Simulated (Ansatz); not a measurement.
Write the native input for Ansatz 0.2.0 that does the following.

- Task: band structure
- Functional: revPBE
- Potentials or basis: SPMS NC
- Cutoff: 653 eV (not typed: the program's choice for these potentials)
- k mesh: 7 × 7 × 7
- Occupations: gaussian, width 0.025 eV
- Spin: no spin polarisation
- Path: [["X", "G", "Y"], ["L", "G", "Z"], ["N", "G", "M"], ["R", "G"]]
- Points for each segment of the path: 14

The system is Na.

```
CELL_PARAMETERS angstrom
-2.19013 2.15197 2.12043
2.19377 -2.13746 2.10954
2.16210 2.10942 -2.10591
ATOMIC_POSITIONS crystal
Na 0.00000 0.00000 0.00000
```

The cell isn't the ideal one: cell strained at random at fixed volume.

The input as run:

input.yaml

```yaml
crystal:
  lattice:
    - [-2.190132, 2.151973, 2.120426]
    - [2.193766, -2.137456, 2.109544]
    - [2.1621, 2.109424, -2.105909]
  atoms:
    - { symbol: Na, position_ang: [0.0, 0.0, 0.0] }
hamiltonian:
  xc: revpbe
  pseudopotentials: { kind: nc, source: spms }
kpoints:
  mp_grid: { grid: [7, 7, 7] }
  band_path:
    path:
      - [[0.5, -0.5, 0.0], [0.0, 0.0, 0.0], [-0.5, 0.0, 0.5]]
      - [[0.0, -0.5, 0.5], [0.0, 0.0, 0.0], [0.0, 0.0, -0.5]]
      - [[0.5, -0.5, -0.5], [0.0, 0.0, 0.0], [-0.5, 0.0, 0.0]]
      - [[0.0, -0.5, 0.0], [0.0, 0.0, 0.0]]
    npoints: 14
scf:
  occupations: { method: gaussian, width: 0.025 }
  n_extra_bands: 6
output:
  forces: true
  stress: true
  eigenvalues: true
  fatbands: true
  write_density: true
  write_potential: true
  elf: true
  volumetric_format: npy
```

Potentials or basis: SPMS NC.

Command:

```sh
$ ansatz run input.yaml --threads 1 --pin off --max-ram 2560MiB --backend cpu --events-out ev --progress --plain --runs-dir out
```

Results of the run:

The pressure is 0.1 GPa and the band gap on the k mesh is none (metal or under the smearing width).

Caveat: the potentials were made for another functional, which shifts forces and pressure.

Wall time 7.5 s on 1 thread of AMD EPYC 7B13 (Zen 3), on a shared host, peak memory 0.43 GiB.
